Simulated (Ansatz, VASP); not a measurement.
Eu: VASP beside Ansatz

```xyz
1
Lattice="-2.2058 2.2058 2.2058 2.2058 -2.2058 2.2058 2.2058 2.2058 -2.2058" Properties=species:S:1:pos:R:3 pbc="T T T"
Eu    0.0000    0.0000    0.0000
```

Change from the starting cell: volume scaled by 0.95, PAW files.

Alike in both runs: task electric field gradients; functional PBEsol; k mesh 10 × 10 × 10; occupations fermi-dirac, width 0.05 eV; collinear spin.

|  | VASP | Ansatz |
| --- | --- | --- |
| version | VASP 6.6.1 | Ansatz 0.2.0 |
| potentials or method | VASP PAW PBE potentials, release 64 (Eu) | PAW with Ansatz's default frozen-core files, scalar-relativistic |
| plane-wave cutoff (eV) | 520 | 420 |
| valence electrons in the cell | 17 | 17 |

Ansatz gave:

```
pressure (GPa)                                                 : -1.6
net moment per atom (μB)                                       : 7.33
size of the moment on the site where the two differ most (μB)  : 7.05
Vzz of the field gradient on the site that differs most (V/Å²) : 0.0
```

Problem. What did VASP give for the same quantities?

Solution. Pressure (GPa): -1.9; net moment per atom (μB): 7.33; size of the moment on the site where the two differ most (μB): 6.69; Vzz of the field gradient on the site that differs most (V/Å²): 0.0.

Site moments also hang on the region over which each program counts them. With one functional, cell and mesh, what is left measures potentials, basis and numerics. Ansatz warned: «gradients_without_spin_orbit».

Caveats: the PAW data sets were made with another functional, which shifts forces and pressure a little (VASP). The state reached can hang on the start; a lower one may exist.
